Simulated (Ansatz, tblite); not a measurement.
Be$_{2}$C: GFN2-xTB, run from Python

These are simulated results from tblite 0.8.0, not measurements. The cell began as a database structure and was relaxed with r2SCAN in plane waves (Ansatz 0.2.0). All runs are without spin polarisation.

Space group Fm-3m (No. 225), cubic; a = 4.321 Å in the conventional setting, 6.72 Å³ an atom. Around Be lie 4 C at 1.87 Å; around C lie 8 Be at 1.87 Å.

tblite solves periodic systems at the zone centre alone, so the script builds a cluster of 2×2×2 conventional cells (96 atoms), which folds in a coarse mesh of k points.

run.py reads:

```python
import json
from ase import Atoms
from ase.build import make_supercell
from ase.units import Bohr, GPa, Hartree
from tblite.interface import Calculator

atoms = Atoms(['Be', 'Be', 'C'],
              cell=[[0.0, 2.16048565, 2.16048565], [2.16048565, 0.0, 2.16048565], [2.16048565, 2.16048565, 0.0]],
              scaled_positions=[[0.75, 0.75, 0.75], [0.25, 0.25, 0.25], [0.0, 0.0, 0.0]],
              pbc=True)
cluster = make_supercell(atoms, [[-2, 2, 2], [2, -2, 2], [2, 2, -2]])
calc = Calculator('GFN2-xTB', cluster.numbers, cluster.positions / Bohr, lattice=cluster.cell[:] / Bohr, periodic=cluster.pbc)
calc.set('temperature', 0.02 / Hartree)
calc.set('max-iter', 150)
res = calc.singlepoint()
levels = res.get('orbital-energies') * Hartree
nv = round(res.get('orbital-occupations').sum() / 2)
cells = len(cluster) // len(atoms)
out = {'energy_per_cell': res.get('energy') * Hartree / cells, 'homo': levels[nv - 1], 'lumo': levels[nv],
       'stress': (-res.get('virial') * Hartree / cluster.get_volume() / GPa).tolist(), 'charges': res.get('charges')[:len(atoms)].tolist(), 'electrons': 2 * nv / cells}
json.dump(out, open('results.json', 'w'))
for key, value in out.items():
    print(key, value)
```

Command: `python run.py`. It took 17 s on 1 thread of Arm Neoverse V1 (shared host), peak memory 0.12 GiB.

What it printed:

```
------------------------------------------------------------
  cycle        total energy    energy error   density error
------------------------------------------------------------
      1     -97.26994350862  -9.8687769E+01   4.8040833E-01
      2     -77.34034849679   1.9929595E+01   4.5869603E-01
      3     -105.8546961889  -2.8514348E+01   2.2973531E-01
      4     -109.9109310050  -4.0562348E+00   3.1138221E-02
      5     -109.9383891072  -2.7458102E-02   2.6518217E-03
      6     -109.9384345529  -4.5445636E-05   1.9463924E-03
      7     -109.9384718726  -3.7319716E-05   4.0571338E-04
      8     -109.9385102599  -3.8387272E-05   1.4430915E-04
      9     -109.9385123618  -2.1019157E-06   4.7034011E-05
     10     -109.9385127493  -3.8749745E-07   5.7159724E-06
------------------------------------------------------------

 total:                                  16.495 sec
energy_per_cell -93.48685341766182
homo -7.298361005291089
lumo -3.3460028031888935
stress [[6.58325195109662, -8.045277537614898e-06, -8.045277515035288e-06], [-8.045277537506515e-06, 6.5832519510957095, -8.045277717816366e-06], [-8.045277514666937e-06, -8.045277719162e-06, 6.58325195109767]]
charges [0.5028295101165128, 0.5028299228580454, -1.0056570522799826]
electrons 8.0
```

The cycle table is in hartree for the whole cluster, and the lines after it are in eV (the energy for one cell). The printed stress is in GPa and positive in compression, and the pressure is its mean diagonal.

GFN2-xTB gives a gap of 3.95 eV. On the same cell, plane-wave PBE (Ansatz, 10×10×10 k points and the special points) gives a gap of 1.17 eV and r2SCAN a gap of 1.53 eV; on shared hosts these took about 1.1 and 2.2 core-seconds on the 3-atom cell, against 17 for the script. Semilocal gaps usually lie below measured ones. xTB was fitted to molecules, so gaps, charges and pressures of solids can be far off, and the gap also depends on the size of the cluster.

The same script was run on cells scaled at fixed shape and fractional coordinates:

```tsv
volume (Å³/atom)	energy (meV/atom)	pressure (GPa, positive in compression)	gap (eV)
5.92	114.4	42.07	5.49
6.32	35.0	21.86	4.66
6.72	0.0	6.58	3.95
7.13	-1.3	-4.92	3.33
7.53	23.1	-13.96	2.78
```

A Birch-Murnaghan fit puts the minimum at 6.94 Å³/atom, 3.2 % above the given cell, with a bulk modulus of 198 GPa at fixed shape.

xTB was fitted mostly to molecules, and a small cluster samples few k points, so gaps, pressures and kinks along a curve can be far from a solid's.
